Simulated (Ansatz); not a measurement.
# InGaAs2: band structure with PBEsol

The system is InGaAs2.

```xyz
4
Lattice="4.2250 0.0000 0.0000 0.0000 4.2250 0.0000 0.0000 0.0000 5.9621" Properties=species:S:1:pos:R:3 pbc="T T T"
In    0.0000    0.0000    2.9811
As    0.0000    2.1125    1.3804
As    2.1125    0.0000    4.5818
Ga    2.1125    2.1125    0.0000
```

The cell comes from a database or a generator and needn't be the stable form of this composition.

```yaml
Program: Ansatz 0.2.0
Task: band structure
Functional: PBEsol
Potentials_or_basis: Ansatz PAW
Cutoff: "420 eV (not typed: the program's choice for these potentials)"
k_mesh: 6 × 6 × 5
Occupations: fermi-dirac, width 0.05 eV
Spin: spin-orbit coupling, no magnetisation
Path: "[[\"G\", \"X\", \"M\", \"G\", \"Z\", \"R\", \"A\", \"Z\"], [\"X\", \"R\"], [\"M\", \"A\"]]"
Points_for_each_segment_of_the_path: 14
```

- Pressure: -2.6 GPa
- Largest force: 0.034 eV/Å
- Band gap on the k mesh: 0.06 eV, direct
- Band gap along the path: 0.01 eV, indirect (least direct gap 0.02 eV)

Forces on the atoms (eV/Å):
```
In   0.000  0.000  0.000
As   0.000  0.000 -0.034
As   0.000  0.000  0.034
Ga   0.000  0.000  0.000
```

Stress tensor (GPa, compression positive):
```
-2.72  0.00  0.00
 0.00 -2.72  0.00
 0.00  0.00 -2.49
```

Levels at the corners of the path, in eV from the valence-band top:
| point | band 53 | band 54 | band 55 | band 56 | band 57 | band 58 | band 59 | band 60 |
| --- | --- | --- | --- | --- | --- | --- | --- | --- |
| Γ | -0.37 | -0.37 | -0.05 | -0.05 | 0.01 | 0.01 | 1.42 | 1.42 |
| X | -1.47 | -1.47 | -0.93 | -0.93 | 1.82 | 1.82 | 2.79 | 2.79 |
| M | -2.39 | -2.39 | -2.27 | -2.27 | 1.36 | 1.36 | 1.41 | 1.41 |
| Γ | -0.37 | -0.37 | -0.05 | -0.05 | 0.01 | 0.01 | 1.42 | 1.42 |
| Z | -1.28 | -1.28 | -1.27 | -1.27 | 1.69 | 1.69 | 1.87 | 1.87 |
| R | -1.05 | -1.05 | -0.79 | -0.79 | 0.36 | 0.36 | 0.85 | 0.85 |
| A | -3.01 | -3.01 | -2.95 | -2.95 | 3.90 | 3.90 | 4.10 | 4.10 |
| Z | -1.28 | -1.28 | -1.27 | -1.27 | 1.69 | 1.69 | 1.87 | 1.87 |
| X | -1.47 | -1.47 | -0.93 | -0.93 | 1.82 | 1.82 | 2.79 | 2.79 |
| R | -1.05 | -1.05 | -0.79 | -0.79 | 0.36 | 0.36 | 0.85 | 0.85 |
| M | -2.39 | -2.39 | -2.27 | -2.27 | 1.36 | 1.36 | 1.41 | 1.41 |
| A | -3.01 | -3.01 | -2.95 | -2.95 | 3.90 | 3.90 | 4.10 | 4.10 |

It took 73 s on 2 threads of Intel(R) Xeon(R) Platinum 8259CL CPU @ 2.50GHz (Skylake/Cascade Lake), with other jobs on the host, peak memory 1.2 GiB.

Caveat: the PAW data sets come from PBE, with cores solved anew for the run's functional, which leaves a small shift of forces and pressure.
